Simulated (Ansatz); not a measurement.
# InSb: the cost of one run

Method: reference: DFT, PBEsol, plane waves, PAW, in Ansatz 0.2.0.

9 further runs of the same task are left out: 6 for a known fault of the program, 3 that didn't finish.

**1. The structure to begin with**

It takes space group Pm-3m (No. 221, cubic). Conventional cell: a = 3.769 Å, b = 3.769 Å, c = 3.769 Å, α = 90.00°, β = 90.00°, γ = 90.00°. In (site symmetry m-3m) has 8 Sb at 3.26 Å as nearest neighbours. Sb (site symmetry m-3m) is surrounded by 8 In at 3.26 Å.

Structure file:

```
In Sb
1.0
     3.76898    0.00000    0.00000
     0.00000    3.76898    0.00000
     0.00000    0.00000    3.76898
In Sb
1 1
Cartesian
  0.0000 0.0000 0.0000
  1.8845 1.8845 1.8845
```

**2. Reference**

input.yaml reads:

```yaml
crystal:
  lattice:
    - [3.7689762345, 0.0, 0.0]
    - [0.0, 3.7689762345, 0.0]
    - [0.0, 0.0, 3.7689762345]
  atoms:
    - { symbol: In, position: [0.0, 0.0, 0.0] }
    - { symbol: Sb, position: [0.5, 0.5, 0.5] }
kpoints:
  mp_grid: { grid: [6, 6, 6] }
hamiltonian:
  xc: pbesol
scf:
  occupations: { method: fermi_dirac, width: 0.02 }
  n_extra_bands: 4
output:
  forces: true
  stress: true
  eigenvalues: true
  write_density: true
  write_potential: true
  elf: true
  volumetric_format: npy
```

Started as:

```bash
$ ansatz run input.yaml --threads 4 --pin off --max-ram 3686MiB --backend cpu --events-out ev --progress --plain --runs-dir out
```

What time and memory should one allow on 4 threads of Arm Neoverse N1, shared host?

About 1.3 s, with a peak of 0.34 GiB.
